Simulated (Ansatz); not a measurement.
**RbCl: band gap under strain**

Aim: follow the gap of rocksalt RbCl through these states: no strain; +0.5 % biaxial strain in x and y, free along z; -1.0 % strain along [111] alone. The table at the end shows which levels were run.

The runs shown are made with Ansatz 0.2.0. PAW datasets, plane waves. Computed at 0 K without zero-point motion; spin polarisation is off.

## Step 1: Starting point

The unstrained cell was relaxed with r2SCAN; in each strained cell the atoms were relaxed again with r2SCAN. Names of k-points are those of the unstrained zone, where strain can split equivalent points. First state: no strain.

It is cubic, Fm-3m (No. 225); conventional cell a = 6.612 Å, 36.13 Å³ an atom. Near Rb stand 6 Cl at 3.31 Å; near Cl stand 6 Rb at 3.31 Å.

Coordinates:

```
CELL_PARAMETERS angstrom
0.00000 3.30581 3.30581
3.30581 0.00000 3.30581
3.30581 3.30581 0.00000
ATOMIC_POSITIONS crystal
Rb 0.00000 0.00000 0.00000
Cl 0.50000 0.50000 0.50000
```

## Step 2: No strain: PBE

Contents of input.yaml:

```yaml
crystal:
  lattice:
    - [0.0, 3.3058128222, 3.3058128222]
    - [3.3058128222, 0.0, 3.3058128222]
    - [3.3058128222, 3.3058128222, 0.0]
  atoms:
    - { symbol: Rb, position: [0.0, 0.0, 0.0] }
    - { symbol: Cl, position: [0.5, 0.5, 0.5] }
kpoints:
  mp_grid: { grid: [6, 6, 6] }
  band_path:
    path:
      - [0.0, 0.0, 0.0]
      - [0.5, 0.0, 0.5]
      - [0.625, 0.25, 0.625]
      - [0.375, 0.375, 0.75]
      - [0.5, 0.5, 0.5]
      - [0.5, 0.25, 0.75]
    npoints: 1
hamiltonian:
  xc: pbe
scf:
  occupations: { method: fermi_dirac, width: 0.02 }
  n_extra_bands: 4
output:
  forces: true
  stress: true
  eigenvalues: true
```

On the command line:

```
ansatz run input.yaml --threads 2 --pin off --max-ram 2211MiB --backend cpu --events-out ev --progress --plain --runs-dir out
```

Further steps of the session: No strain: r2SCAN; No strain: HSE06; No strain: G0W0@PBE; +0.5 % biaxial strain in x and y, free along z: PBE; +0.5 % biaxial strain in x and y, free along z: r2SCAN; +0.5 % biaxial strain in x and y, free along z: HSE06; +0.5 % biaxial strain in x and y, free along z: G0W0@PBE; -1.0 % strain along [111] alone: PBE; -1.0 % strain along [111] alone: r2SCAN; -1.0 % strain along [111] alone: HSE06; -1.0 % strain along [111] alone: G0W0@PBE.

What does the calculation give?

The runs gave:

Least gap in eV (negative: overlap), with the change from the unstrained cell in brackets. G0W0 is on its own coarse mesh.

```
                                         state  volume change (%)           PBE        r2SCAN         HSE06          G0W0
                                     no strain               +0.0          4.96          5.56          6.25          7.63
+0.5 % biaxial strain in x and y, free along z               +0.9  4.92 (-0.04)  5.52 (-0.04)  6.21 (-0.04)  7.60 (-0.03)
               -1.0 % strain along [111] alone               -1.0  4.98 (+0.02)  5.58 (+0.02)  6.28 (+0.03)  7.65 (+0.02)
```

What this shows: With HSE06, of the states in the table +0.5 % biaxial strain in x and y, free along z shifts the gap most, by -0.036 eV. PBE and HSE06 differ by 1.29 eV on the unstrained gap, and by at most 0.00 eV on its change. G0W0 here is at a finite number of bands, screening cutoff and k mesh, not at the basis limit.
